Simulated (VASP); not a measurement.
# A VASP 6.6.1 single-point calculation on Si

INCAR

```
LCHARG = .FALSE.
ENCUT = 520
LASPH = .TRUE.
LWAVE = .FALSE.
NSW = 0
NELM = 73
ISMEAR = -1
PREC = Accurate
GGA = PE
ISIF = 2
SIGMA = 0.02
EDIFF = 1E-7
IBRION = -1
NBANDS = 5
LREAL = .FALSE.
```

KPOINTS

```
KPOINTS created by Atomic Simulation Environment
0
Monkhorst-Pack
8 8 8
0 0 0
```

POSCAR

```
Si
 1.0000000000000000
     0.0000000000000000    2.6404553287999999    2.7816622993000002
     2.6404553287999999    0.0000000000000000    2.7816622993000002
     2.6404553287999999    2.6404553287999999    0.0000000000000000
 Si
   2
Cartesian
  0.0000000000000000  0.0000000000000000  0.0000000000000000
  1.3202276643999997  1.3202276643999997  1.3908311496499999
```

The recommended PBE PAW datasets give the neutral cell 8 valence electrons.

Command

```
mpirun -np 1 vasp_std
```

OSZICAR

```
N       E                     dE             d eps       ncg     rms          rms(c)
DAV:   1     0.178672375089E+02    0.17867E+02   -0.31942E+03  1440   0.123E+03
DAV:   2    -0.993294728367E+01   -0.27800E+02   -0.26795E+02  1975   0.141E+02
DAV:   3    -0.109760696669E+02   -0.10431E+01   -0.10250E+01  1905   0.301E+01
DAV:   4    -0.109932523554E+02   -0.17183E-01   -0.17183E-01  2385   0.350E+00
DAV:   5    -0.109933894243E+02   -0.13707E-03   -0.13707E-03  2105   0.174E-01    0.508E+00
DAV:   6    -0.108549584294E+02    0.13843E+00   -0.93558E-02  1715   0.257E+00    0.313E+00
DAV:   7    -0.107934570466E+02    0.61501E-01   -0.17449E-01  1790   0.366E+00    0.219E-01
DAV:   8    -0.107944061271E+02   -0.94908E-03   -0.43645E-03  1720   0.768E-01    0.637E-02
DAV:   9    -0.107945870447E+02   -0.18092E-03   -0.20302E-04  2260   0.180E-01    0.555E-02
DAV:  10    -0.107946156303E+02   -0.28586E-04   -0.50053E-05  1725   0.806E-02    0.905E-03
DAV:  11    -0.107946156069E+02    0.23456E-07   -0.44751E-07  2280   0.785E-03
   1 F= -.10794616E+02 E0= -.10794616E+02  d E =-.520854E-07
```

From OUTCAR

```
k-points           NKPTS =    144   k-points in BZ     NKDIM =    144   number of bands    NBANDS=      5

   NELECT =       8.0000    total number of electrons

   dimension x,y,z NGX =    30 NGY =   30 NGZ =   28
   dimension x,y,z NGXF=    60 NGYF=   60 NGZF=   56

  energy-cutoff  :      520.00
  volume of cell :       38.79
      direct lattice vectors                 reciprocal lattice vectors
     0.000000000  2.640455329  2.781662299    -0.189361280  0.189361280  0.179748635
     2.640455329  0.000000000  2.781662299     0.189361280 -0.189361280  0.179748635
     2.640455329  2.640455329  0.000000000     0.189361280  0.189361280 -0.179748635

 k-points in reciprocal lattice and weights: KPOINTS created by Atomic Simulation Env
   0.06250000  0.06250000  0.06250000       0.004
   0.18750000  0.06250000  0.06250000       0.008
   0.31250000  0.06250000  0.06250000       0.008
   0.43750000  0.06250000  0.06250000       0.008
  -0.43750000  0.06250000  0.06250000       0.008
  -0.31250000  0.06250000  0.06250000       0.008
  -0.18750000  0.06250000  0.06250000       0.008
  -0.06250000  0.06250000  0.06250000       0.008
   ...

 E-fermi :   6.4356

 k-point     1 :       0.0625    0.0625    0.0625
  band No.  band energies     occupation
      1      -5.9706      2.00000
      2       5.5565      2.00000
      3       6.0038      2.00000
      4       6.2099      1.99997
      5       8.7597      0.00000

 k-point     2 :       0.1875    0.0625    0.0625
  band No.  band energies     occupation
      1      -5.6955      2.00000
      2       4.0909      2.00000
      3       5.3029      2.00000
      4       5.8888      2.00000
      5       8.8721      0.00000

 k-point     3 :       0.3125    0.0625    0.0625
  band No.  band energies     occupation
      1      -5.0237      2.00000
      2       1.8202      2.00000
      3       4.7855      2.00000
      4       5.4047      2.00000
      5       8.4255      0.00000

 k-point     4 :       0.4375    0.0625    0.0625
  band No.  band energies     occupation
      1      -4.0747      2.00000
      2      -0.1435      2.00000
      3       4.5341      2.00000
      4       5.0234      2.00000
      5       8.0649      0.00000

 k-point     5 :      -0.4375    0.0625    0.0625
  band No.  band energies     occupation
      1      -3.5815      2.00000
      2      -0.9004      2.00000
      3       4.4879      2.00000
      4       4.9087      2.00000
      5       7.9634      0.00000

 k-point     6 :      -0.3125    0.0625    0.0625
  band No.  band energies     occupation
      1      -4.3830      2.00000
      2       0.4151      2.00000
      3       4.6246      2.00000
      4       5.0920      2.00000
      5       8.1399      0.00000

 k-point     7 :      -0.1875    0.0625    0.0625
  band No.  band energies     occupation
      1      -5.2731      2.00000
      2       2.5551      2.00000
      3       4.9788      2.00000
      4       5.4923      2.00000
      5       8.4901      0.00000

 k-point     8 :      -0.0625    0.0625    0.0625
  band No.  band energies     occupation
      1      -5.8261      2.00000
      2       4.8844      2.00000
      3       5.5164      2.00000
      4       5.8888      2.00000
      5       8.4857      0.00000

 ...

  Total        1.6897379      1.6897379      0.3608514      0.0000000      0.0000000      0.0000000
  in kB       69.7971815     69.7971815     14.9055111      0.0000000      0.0000000      0.0000000
  external PRESSURE =      51.4999581 kB  Pullay stress =       0.0000000 kB

 POSITION                                       TOTAL-FORCE (eV/Angst)
 -----------------------------------------------------------------------------------
      0.00000      0.00000      0.00000        -0.000000     -0.000000     -0.000000
      1.32023      1.32023      1.39083         0.000000      0.000000      0.000000
 -----------------------------------------------------------------------------------
    total drift:                               -0.000000     -0.000000     -0.000000

  FREE ENERGIE OF THE ION-ELECTRON SYSTEM (eV)
  ---------------------------------------------------
  free  energy   TOTEN  =       -10.7946156069 eV

  energy  without entropy=      -10.7946155548  energy(sigma->0) =      -10.79461558
```

It converged. Results: gap between bands v and c on the k mesh 0.48 eV; least direct gap on the k mesh 2.50 eV; pressure 5.1 GPa. Band v is the last that the valence electrons fill when counted band by band, and c is the next.

The shifted mesh misses Γ, so a band edge there is missed.

For comparison, a separate PBE run of the intended cell, on usual settings and not on those above, gives a gap of 0.27 eV on its mesh and a pressure of 5.2 GPa.

The run above took about 24 s on one core of a shared host (Intel Xeon Platinum 8488C) and held 0.17 GiB at most.
